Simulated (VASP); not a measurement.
Set up this calculation in VASP 6.6.1, as the native input.

```yaml
Task: single point
Functional: r2SCAN
Potentials_or_basis: VASP PAW PBE potentials, release 64 (Sr_sv, O)
Cutoff: 520 eV
k_mesh: 9 × 9 × 6
Occupations: gaussian, width 0.02 eV
Spin: no spin polarisation
Dipole_correction: no
Further_INCAR_settings: ALGO = Normal; EDIFF = 1e-06; NBANDS = 24
```

The system is SrO.

```
CELL_PARAMETERS angstrom
3.65392 0.00000 0.00000
-1.82696 3.16439 0.00000
0.00000 0.00000 6.39338
ATOMIC_POSITIONS crystal
Sr 0.33333 0.66667 0.25000
Sr 0.66667 0.33333 0.75000
O 0.00000 0.00000 0.00000
O 0.00000 0.00000 0.50000
```

Measurements of this composition are mostly on another form, of space group No. 225.

The cell isn't the ideal one: functional r2SCAN, strained and moved within the space group.

One way to write it, as run:

POSCAR

```
SrO
1.0
    3.6539172089      0.0000000000      0.0000000000
   -1.8269586045      3.1643851263      0.0000000000
    0.0000000000      0.0000000000      6.3933780287
Sr O
2 2
Direct
    0.3333333300      0.6666666700      0.2500000000
    0.6666666700      0.3333333300      0.7500000000
    0.0000000000      0.0000000000      0.0000000000
    0.0000000000      0.0000000000      0.5000000000
```

INCAR.step1

```
SYSTEM = SrO
  PREC = Accurate
  ENCUT = 520
  ISMEAR = 0
  SIGMA = 0.02
  LREAL = .False.
  LASPH = .True.
  NELM = 100
  NBANDS = 24
  GGA = PE
  ALGO = Normal
  EDIFF = 1E-4
  LWAVE = .True.
  LCHARG = .False.
```

INCAR.step2

```
SYSTEM = SrO
  PREC = Accurate
  ENCUT = 520
  EDIFF = 1E-6
  ISMEAR = 0
  SIGMA = 0.02
  LREAL = .False.
  LASPH = .True.
  NELM = 100
  ALGO = Normal
  ISIF = 2
  LWAVE = .False.
  LCHARG = .True.
  METAGGA = R2SCAN
  LMIXTAU = .True.
  LELF = .True.
  LVHAR = .True.
  NBANDS = 24
  ISTART = 1
```

KPOINTS

```
Automatic mesh
0
Gamma
  9 9 6
  0 0 0
```

Potentials or basis: VASP PAW PBE potentials, release 64 (Sr_sv, O).

The run is started by

```sh
$ cat potpaw_PBE.64/Sr_sv/POTCAR potpaw_PBE.64/O/POTCAR > POTCAR
$ cp INCAR.step1 INCAR
$ mpirun -np 1 vasp_std > vasp.out
$ cp INCAR.step2 INCAR
$ mpirun -np 1 vasp_std > vasp.out
```

It gave:

| Quantity | Value |
| --- | --- |
| Pressure | -6.3 GPa |
| Band gap on the k mesh | 3.19 eV, direct |

Caveat: the PAW data sets were made with another functional, which shifts forces and pressure a little; an odd mesh through Γ misses points on the zone boundary, where band edges often lie.

It took 3.5 min on 1 thread of AMD EPYC 9R45 (Zen 5) (shared host), peak memory 0.21 GiB.
